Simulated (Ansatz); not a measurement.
# CuO (Cccm) in Ansatz: notebook

Aim: see how the results for CuO move with the level of theory and the settings. Levels: PBE, PBEsol. Tasks: density of states, electric field gradients, phonons.

Everything below comes from runs of Ansatz 0.2.0. Logs are shortened: lines on timing, memory, paths and dates and some standing lists are left out, and cuts for length are marked.

### 1 The crystal as given

It takes space group Cccm (No. 66, orthorhombic). The conventional cell has a = 3.982 Å, b = 4.307 Å, c = 5.156 Å, α = 90.00°, β = 90.00°, γ = 90.00°. Cu (site symmetry 2/m) is surrounded by 4 O at 1.95 Å. Around O (site symmetry 222) lie 4 Cu at 1.95 Å.

Measurements of this composition are mostly on another form, of space group No. 15.

### 2 Density of states, PBE

input.yaml

```yaml
crystal:
  lattice:
    - [1.990968, -2.15355, 0.0]
    - [1.990968, 2.15355, 0.0]
    - [0.0, 0.0, 5.155928]
  atoms:
    - { symbol: Cu, position: [0.5, 0.0, 0.0] }
    - { symbol: Cu, position: [0.0, 0.5, 0.5] }
    - { symbol: O, position: [0.5, 0.5, 0.25] }
    - { symbol: O, position: [0.5, 0.5, 0.75] }
kpoints:
  mp_grid: { grid: [9, 9, 5] }
scf:
  occupations: { method: fermi_dirac, width: 0.05 }
hamiltonian:
  xc: pbe
  pseudopotentials: { kind: all_electron, datasets: crystal }
output:
  forces: true
  stress: true
  eigenvalues: true
  dos: { projected: false, de: 0.1, e_range: [-20, 8] }
  elf: true
  volumetric_format: npy
```

Potentials or basis: all-electron PAW datasets made for the crystal.

Launch:

```
ansatz run input.yaml --threads 2 --pin off --max-ram 6144MiB --backend cpu --events-out ev --progress --plain --runs-dir out
```

Log:

```text
Warning: RAYON_NUM_THREADS=2 ignored (pool sized by the plan → 2); use --threads N
hamiltonian.pseudopotentials.datasets: crystal makes datasets for this crystal and solves the spheres of its atoms anew in each pass: cutoff 480.0 eV, the density's 1920.0 eV; for an error of 0.50 meV an atom under PBE, 2.0 meV for the cell; an energy difference from a run of another recipe may be off by several times the error for the cell, under r2SCAN by more, where some 0.1 meV an atom stays at smaller errors; O in spheres of 0.894 Å, 6 of its electrons in bands; Cu in spheres of 1.053 Å, 11 of its electrons in bands, 8 on its site; only band paths and densities of states list, in semicore columns, the levels of the semicore shells that are solved separately: 3s of Cu, 3p of Cu
Engine: ansatz 0.2.0, x86_64-unknown-linux-gnu
Pseudopotentials: kind: all_electron
Pseudopotential: Cu, paw, valence charge 19, recommended cutoff 480 eV (normal), crystal/all_electron/pbe/scalar/gaussian/Cu, Koelling and Harmon's equation, gaussian nucleus
Pseudopotential: O, paw, valence charge 6, recommended cutoff 480 eV (normal), crystal/all_electron/pbe/scalar/gaussian/O, Koelling and Harmon's equation, gaussian nucleus
Functional definition: PBE
  parameter kappa = 0.804
  parameter beta = 0.06672455060314922
  exchange = pbe_x(kappa = kappa, mu = beta*pi^2/3)
  correlation = pbe_c(beta = beta)
Crystal: 4 atoms, lattice volume = 44.214 Å³
Basis set: ecut = 480 eV, 1055 PW (Γ), exchange–correlation on 48×48×80 points (8 copies of the dense FFT grid, shifted against one another)
Bands: 21, of which v1, the nominal top of the filled ones, is band 17 counted from 1 (16 counted from 0)
Symmetry: 8 space group operations
Space group: Cccm (ITA 66), of the structure as read, at distance tolerance 3.5e-5 Å
k-points: 75 of 405
Non-local potential: Cu, projectors of the file, l = 0: 1, l = 1: 1, l = 2: 2
Non-local potential: O, projectors of the file, l = 0: 1, l = 1: 2
PAW form: soft (Blöchl's): semilocal exchange-correlation on the pseudo side does not see the compensation charge
PAW one-centre angular grid: Cu, 590 points (default); XC on its mesh's 1837 points in the sphere
PAW one-centre angular grid: O, 110 points (default); XC on its mesh's 1907 points in the sphere
Initial density: superposition of atomic densities (neutral atoms: chi_scale 0, normalization atom)
Initial wavefunctions: pseudopotential atomic-orbital guess
Functional: x = pbe(κ = 0.804, μ = 0.2195149727645171), c = pbe(β = 0.06672455060314922)
iter 1 solved again at ethr=8.80e-2 eV; its pass at ethr=1.00e-1 eV (dr2=2.99e1 eV) is discarded
SCF iter   1: F=—  HF=-94168.868468 eV  |F-HF|=—  |Δ(HF+E_count)|=         —  Δρ=2.74e-1  dr2=3.04e1  ethr=8.80e-2  ⟨swp⟩=2.0  Hψ=7825  notcnv=0
preconditioner: auto → Kerker (q_TF=auto, 2.611 Å⁻¹)  [metal: Δε(μ)=0.008 eV  Ē_g=9.749 eV  σ=0.050 eV  W_gap=0.04  n_scr=16 (ndim 8)  ℏωp=32.6 eV  f_vac=0.000  D(μ)=5.95/eV (n_scr^D=88)]
SCF iter   2: F=—  HF=-94164.794881 eV  |F-HF|=—  |Δ(HF+E_count)|=    4.07e0  Δρ=1.35e-1  dr2=4.08e0  ethr=8.80e-2  ⟨swp⟩=3.1  Hψ=4148  notcnv=1
SCF iter   3: F=—  HF=-94162.954930 eV  |F-HF|=—  |Δ(HF+E_count)|=    1.84e0  Δρ=4.75e-2  dr2=1.10e0  ethr=1.20e-2  ⟨swp⟩=3.1  Hψ=4021  notcnv=0  defer=4
iter 4 solved again at ethr=3.21e-4 eV; its pass at ethr=3.23e-3 eV (dr2=1.09e-1 eV) is discarded
SCF iter   4: F=—  HF=-94162.706938 eV  |F-HF|=—  |Δ(HF+E_count)|=   2.48e-1  Δρ=2.28e-2  dr2=1.07e-1  ethr=3.21e-4  ⟨swp⟩=2.3  Hψ=7098  notcnv=0  defer=20
SCF iter   5: F=—  HF=-94162.697802 eV  |F-HF|=—  |Δ(HF+E_count)|=   9.14e-3  Δρ=1.28e-2  dr2=4.01e-2  ethr=3.14e-4  ⟨swp⟩=2.2  Hψ=3166  notcnv=0  defer=7
SCF iter   6: F=—  HF=-94162.693541 eV  |F-HF|=—  |Δ(HF+E_count)|=   4.26e-3  Δρ=1.84e-3  dr2=1.80e-3  ethr=1.18e-4  ⟨swp⟩=2.3  Hψ=3170  notcnv=0  defer=17
SCF iter   7: F=—  HF=-94162.695159 eV  |F-HF|=—  |Δ(HF+E_count)|=   1.62e-3  Δρ=1.45e-3  dr2=7.37e-4  ethr=5.29e-6  ⟨swp⟩=3.1  Hψ=4193  notcnv=0  defer=7
SCF iter   8: F=—  HF=-94162.695112 eV  |F-HF|=—  |Δ(HF+E_count)|=   4.71e-5  Δρ=5.09e-4  dr2=8.49e-5  ethr=2.17e-6  ⟨swp⟩=2.1  Hψ=2923  notcnv=0  defer=9
SCF iter   9: F=—  HF=-94162.695118 eV  |F-HF|=—  |Δ(HF+E_count)|=   5.71e-6  Δρ=6.17e-5  dr2=1.83e-6  ethr=2.50e-7  ⟨swp⟩=3.1  Hψ=3389  notcnv=0  defer=2
SCF iter  10: F=—  HF=-94162.695118 eV  |F-HF|=—  |Δ(HF+E_count)|=   1.68e-7  Δρ=2.39e-5  dr2=1.94e-7  ethr=5.37e-9  ⟨swp⟩=3.0  Hψ=3527  notcnv=0  defer=1
SCF iter  11: F=-94162.695118 eV  HF=-94162.695118 eV  |F-HF|=2.76e-9  |Δ(HF+E_count)|=   1.02e-8  Δρ=4.57e-6  dr2=9.40e-9  ethr=5.71e-10  ⟨swp⟩=3.0  Hψ=3118  notcnv=0  defer=1
SCF 1 converged in 11 iterations: F = -94162.695119 eV  dr2 = 9.40e-9
  Residual-converged pass: ⟨swp⟩=3.0  Hψ=3881  notcnv=0  max |occ|·‖R‖ = 6.5e-6 eV (tolerance 6.7e-6 eV)  dr2=9.75e-9  dr2_onsite=4.71e-9  max |Δocc| = 1.2e-9
SCF converged after 11 iterations
Free energy (F): -94162.695119 eV
Harris-Foulkes:  -94162.695119 eV  (|F-HF|=2.76e-9)
Internal energy: -94162.675593 eV  (E = F + TS)
E sigma→0 (E₀):  -94162.685356 eV
Entropy (-TS):   -0.019526 eV (-4.881 meV/atom)
Past the cutoff: the bands carry plane waves up to 1.75 times it, of which those up to 1.5 times it add -0.000177 eV an atom, each by itself; the spheres take 0.000155 eV an atom off the energy for waves past 1.75 times it
By the cutoff:   a pressure is off by up to 0.007 GPa (1.2 times the spheres' own share and the shells' term, over an atom's volume, and 0.004 GPa: a bound that held against runs at twice the plane waves)
Past the cutoffs: a stress includes 0.0033 GPa for waves and charges beyond them, in addition to the slope of what the spheres take
In the spheres:  the bands' charges fall short by 2.1e-6 e at most (sound up to 1e-3), those of shells solved beside the bands by 2.0e-7 e (sound up to 5e-4)
Fermi energy:    10.837605 eV
--- Per-component energies (eV) ---
  E_band       = 190.501853
  E_kinetic    = 656.395903
  E_local      = -7980.005223  (includes V_loc(G=0)·N_el)
  E_nonlocal   = 347.728315
  E_hartree    = 3834.341520
  E_xc         = -258.739335
  E_vxc        = -314.025943  (∫ρ·V_xc dr)
  E_paw        = -97279.025175  (= ΣΔE_a)
  E_vpaw       = -13193.804474  (= ΣTr[D̂ρ^β])
  E_ewald      = -6488.903815
  E_smearing   = -0.019526  (= −TS)
  E_closure    = 13005.532216  (closes the sum)
  Σ components = -94162.695119   (vs F -94162.695119, Δ=0.00e0)
  The terms above E_closure are by the made datasets' own strengths, without shells solved beside the bands.
--- Forces (eV/Å), atoms counted from 1 ---
  atom   1  Cu    -0.00000000     0.00000000     0.00000000
  atom   2  Cu    -0.00000000     0.00000000     0.00000000
  atom   3  O      0.00000000     0.00000000    -0.00000000
  atom   4  O      0.00000000    -0.00000000     0.00000000
  max |Σ_I F_I| component: 6.31e-30 eV/Å
--- Stress (GPa, compression-positive) ---
        2.113266      -0.000000       0.000000
       -0.000000       1.003529       0.000000
        0.000000       0.000000       1.173498
  P = ⅓ Tr σ = 1.4301 GPa (14.301 kbar)
  It holds what live shells' own plane waves past their cutoff add
--- Band table (eV; the first three rows and the last of 75) ---
  k-point 0: bands = ["-8.9852", "-7.6802", "2.7028", "5.3422", "5.5033", "7.1210", "7.3795", "7.3910", "7.5568", "7.8547", "8.3173", "8.4275", "8.4764", "8.4917", "8.5511", "8.9526", "11.4315", "11.6175", "12.2342"]
  k-point 1: bands = ["-8.8803", "-7.8307", "3.0890", "5.3689", "5.5024", "6.9357", "7.2070", "7.2073", "7.3097", "7.5559", "8.4326", "8.4889", "8.5427", "8.7168", "8.7918", "8.8594", "11.2770", "11.4442", "12.7532"]
  k-point 2: bands = ["-8.5899", "-8.1926", "4.1309", "5.4313", "5.4846", "5.5555", "6.9991", "7.0038", "7.3983", "7.5194", "8.5033", "8.5156", "8.5225", "8.6632", "9.1808", "9.2312", "10.9960", "11.0794", "13.7719"]
  k-point 74: bands = ["-7.7328", "-7.5812", "4.5887", "4.9600", "5.0314", "5.4069", "5.5025", "5.7036", "7.8666", "8.1047", "8.5043", "8.5317", "8.8252", "8.8347", "9.3881", "9.4297", "10.0327", "10.7805", "14.3931"]
```

It took 38 s on 2 threads of Intel Xeon at 2.50GHz (Skylake/Cascade Lake), shared host; peak memory 0.8 GiB.

Results:

- Free energy: -94162.6951 eV
- Pressure: 1.4 GPa
- Band gap on the k mesh: none (metal or under the smearing width)

States per cell in windows of 0.5 eV (zero at the Fermi level; states under -8 eV left out):
```csv
from (eV),total
-8.0,0.16
-7.5,0.47
-7.0,1.52
-6.5,1.40
-6.0,2.29
-5.5,2.47
-5.0,1.16
-4.5,1.42
-4.0,1.00
-3.5,1.45
-3.0,4.64
-2.5,6.26
-2.0,3.44
-1.5,0.47
-1.0,0.77
-0.5,1.14
0.0,1.46
0.5,0.48
1.0,0.00
1.5,0.02
2.0,0.06
2.5,0.14
3.0,0.26
3.5,0.63
4.0,0.91
4.5,0.32
5.0,1.24
5.5,0.34
6.0,0.07
6.5,0.01
```

Caveat: the program warned that the printed levels may be off, so bands, gaps and densities of states are rough; the run has no spin polarisation, though such a crystal can be magnetic; semilocal functionals often make such compounds metallic where correlation or magnetic order opens a gap, which also shifts bond lengths; the density of states is complete only up to the lowest level of the last band computed. With open d or f shells a metallic result of PBE can be an artefact of self-interaction; +U or a hybrid may open a gap.

### 3 Electric field gradients, PBE

input.yaml: that of step 2 with these lines changed.

```diff
@@ -21,4 +21,2 @@
   eigenvalues: true
-  dos: { projected: false, de: 0.1, e_range: [-20, 8] }
-  elf: true
-  volumetric_format: npy
+  efg: {}
```

Potentials or basis: all-electron PAW datasets made for the crystal.

Launch:

```
ansatz run input.yaml --threads 2 --pin off --max-ram 6144MiB --backend cpu --events-out ev --progress --plain --runs-dir out
```

Log:

```text
Warning: RAYON_NUM_THREADS=2 ignored (pool sized by the plan → 2); use --threads N
hamiltonian.pseudopotentials.datasets: crystal makes datasets for this crystal and solves the spheres of its atoms anew in each pass: cutoff 480.0 eV, the density's 1920.0 eV; for an error of 0.50 meV an atom under PBE, 2.0 meV for the cell; an energy difference from a run of another recipe may be off by several times the error for the cell, under r2SCAN by more, where some 0.1 meV an atom stays at smaller errors; O in spheres of 0.894 Å, 6 of its electrons in bands; Cu in spheres of 1.053 Å, 11 of its electrons in bands, 8 on its site; only band paths and densities of states list, in semicore columns, the levels of the semicore shells that are solved separately: 3s of Cu, 3p of Cu
[... 4 set-up lines as earlier in the session ...]
[... 78 lines left out ...]
            electrostatic potential = -3755.834531 V   contact ρ = 147625.347734 e/Å³
  atom   3  O  V_zz =    -0.774987   η = 0.2900   by run symmetry: allowed
            electrostatic potential = -624.003749 V   contact ρ = 2160.298034 e/Å³
  atom   4  O  V_zz =    -0.774987   η = 0.2900   by run symmetry: allowed
            electrostatic potential = -624.003749 V   contact ρ = 2160.298034 e/Å³
--- Band table (eV; the first three rows and the last of 75) ---
  k-point 0: bands = ["-8.9852", "-7.6802", "2.7028", "5.3422", "5.5033", "7.1210", "7.3795", "7.3910", "7.5568", "7.8547", "8.3173", "8.4275", "8.4764", "8.4917", "8.5511", "8.9526", "11.4315", "11.6175", "12.2342"]
  k-point 1: bands = ["-8.8803", "-7.8307", "3.0890", "5.3689", "5.5024", "6.9357", "7.2070", "7.2073", "7.3097", "7.5559", "8.4326", "8.4889", "8.5427", "8.7168", "8.7918", "8.8594", "11.2770", "11.4442", "12.7532"]
  k-point 2: bands = ["-8.5899", "-8.1926", "4.1309", "5.4313", "5.4846", "5.5555", "6.9991", "7.0038", "7.3983", "7.5194", "8.5033", "8.5156", "8.5225", "8.6632", "9.1808", "9.2312", "10.9960", "11.0794", "13.7719"]
  k-point 74: bands = ["-7.7328", "-7.5812", "4.5887", "4.9600", "5.0314", "5.4069", "5.5025", "5.7036", "7.8666", "8.1047", "8.5043", "8.5317", "8.8252", "8.8347", "9.3881", "9.4297", "10.0327", "10.7805", "14.3931"]
```

Wall time 32 s (2 threads of Intel Xeon at 2.50GHz (Skylake/Cascade Lake), shared host); peak memory 0.8 GiB.

Results:

| Quantity | Value |
| --- | --- |
| Free energy | -94162.6951 eV |
| Pressure | 1.4 GPa |
| Band gap on the k mesh | none (metal or under the smearing width) |

Caveat: the run has no spin polarisation, though such a crystal can be magnetic; semilocal functionals often make such compounds metallic where correlation or magnetic order opens a gap, which also shifts bond lengths. With open d or f shells a metallic result of PBE can be an artefact of self-interaction; +U or a hybrid may open a gap.

(Part 1 of 2 ends here.)
